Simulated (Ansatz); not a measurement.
We consider cubic perovskite BaSnO3, described by r²SCAN in Ansatz (plane waves, PAW).

Settings: plane-wave cutoff 600 eV, 6×6×6 k mesh, finite displacements, scalar-relativistic PAW data made under PBE.

Computed at the level's own relaxed cell.

```xyz
5
Lattice="4.1312 0.0000 0.0000 0.0000 4.1312 0.0000 0.0000 0.0000 4.1312" Properties=species:S:1:pos:R:3 pbc="T T T"
Ba     0.0000     0.0000     0.0000
Sn     2.0656     2.0656     2.0656
O      2.0656     0.0000     2.0656
O      0.0000     2.0656     2.0656
O      2.0656     2.0656     0.0000
```

Harmonic phonon frequencies (cm⁻¹; i marks an imaginary mode; at Γ without the LO shift):

| q point | frequencies |
|---|---|
| Γ | 0 0 0 132 132 132 230 230 230 247 247 247 615 615 615 |

Ansatz is a quantum-chemistry and plane-wave program.
